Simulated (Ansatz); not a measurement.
Crystal: GaN.

```xyz
2
Lattice="2.9806 0.0000 0.0000 -1.4903 2.5813 0.0000 0.0000 0.0000 2.6834" Properties=species:S:1:pos:R:3 pbc="T T T"
Ga    1.4903    0.8604    1.3417
N     0.0000    0.0000    0.0000
```

The cell was built by a generator and needn't be a form met in nature.

```yaml
Program: Ansatz 0.2.0
Task: relaxation of cell and atoms
Functional: HSEsol
Potentials_or_basis: Ansatz PAW
Cutoff: "420 eV (not typed: the program's choice for these potentials)"
k_mesh: 5 × 5 × 5
Occupations: fermi-dirac, width 0.05 eV
Spin: no spin polarisation
```

At the start: volume 10.32 Å³/atom.

Problem. Where does the relaxation end?

Solution. It ends after 8 steps and the volume is 9.57 Å³/atom (-7.3 %); space group P-6m2 (No. 187, to 0.05 Å).

Step by step:
```tsv
step	energy change (eV)	largest force (eV/Å)	volume (Å³)
1	0.0000	0.0000	20.65
2	-0.0687	0.0000	19.52
3	-0.0756	0.0000	19.01
4	-0.0790	0.0000	19.15
5	-0.0790	0.0000	19.15
6	-0.0753	0.0000	19.15
7	-0.0753	0.0000	19.13
8	-0.0753	0.0000	19.13
```

Final structure:
```
CELL_PARAMETERS angstrom
2.89990 0.00000 0.00000
-1.44995 2.51139 0.00000
0.00000 0.00000 2.62738
ATOMIC_POSITIONS crystal
Ga 0.66667 0.33333 0.50000
N 0.00000 0.00000 0.00000
```

Caveat: the k mesh is coarse (spacing up to 0.49 Å⁻¹), so the values aren't converged, least of all with exact exchange; the plane-wave basis is chosen anew once the cell has moved, so the energies of steps on either side of that aren't comparable; the pressure holds a Pulay correction of +0.6 GPa for the finite cutoff; the PAW data sets come from PBE, with cores solved anew for the run's functional, which leaves a small shift of forces and pressure.
